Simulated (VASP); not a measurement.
Write the native input for VASP 6.6.1 that does the following.

| Item | Value |
| --- | --- |
| Task | relaxation of cell and atoms |
| Functional | PBE |
| Potentials or basis | VASP PAW PBE potentials, release 64 (Be, S) |
| Cutoff | 600 eV |
| k mesh | 8 × 8 × 8 |
| Occupations | gaussian, width 0.02 eV |
| Spin | no spin polarisation |
| Dipole correction | no |
| Further INCAR settings | ALGO = Fast; EDIFF = 1e-06; IBRION = 2; EDIFFG = -0.01; NSW = 100; ISIF = 3 |

The structure of BeS lies in POSCAR:

```
BeS
1.0
    0.0000000000      2.4351515800      2.4351515800
    2.4351515800      0.0000000000      2.4351515800
    2.4351515800      2.4351515800      0.0000000000
Be S
1 1
Direct
    0.0000000000      0.0000000000      0.0000000000
    0.7500000000      0.7500000000      0.7500000000
```

The cell is a database's computed one.

One way to write it, as run:

INCAR

```
PREC     = Accurate       # precision mode
ENCUT    = 600            # plane-wave cutoff, eV
EDIFF    = 1E-6           # SCF threshold, eV
ISMEAR   = 0              # smearing method
SIGMA    = 0.02           # smearing width, eV
LREAL    = F              # projectors in reciprocal space
LASPH    = T              # aspherical terms in the spheres
NELM     = 100            # most SCF steps
ALGO     = Fast           # electronic algorithm
ISIF     = 3              # what is computed and relaxed
LWAVE    = F              # write WAVECAR
LCHARG   = F              # write CHGCAR
GGA      = PE             # functional
IBRION   = 2              # ionic algorithm
NSW      = 100            # ionic steps
EDIFFG   = -0.01          # ionic threshold
```

KPOINTS

```
regular mesh
0
Gamma
  8 8 8
```

Potentials or basis: VASP PAW PBE potentials, release 64 (Be, S).

Launch:

```console
$ cat potpaw_PBE.64/Be/POTCAR potpaw_PBE.64/S/POTCAR > POTCAR
$ mpirun -np 1 vasp_std > vasp.out
```

It gave:

```yaml
Relaxed_volume: 14.51 Å³/atom
Relaxed_cell: a = 3.450 Å, b = 3.450 Å, c = 3.450 Å, α = 60.00°, β = 60.00°, γ = 60.00°
Space_group_after_relaxing_to_0.05_Å: F-43m (No. 216)
Energy_gained_by_relaxing: 0.1 meV/atom
Ionic_steps: 2
Pressure_after_relaxing: -0.1 GPa
Band_gap_on_the_k_mesh: 3.15 eV, indirect (least direct gap 5.68 eV)
```

It took 6.1 s on 1 thread of Intel(R) Xeon(R) 6975P-C (Granite Rapids), on a shared host, peak memory 0.15 GiB.
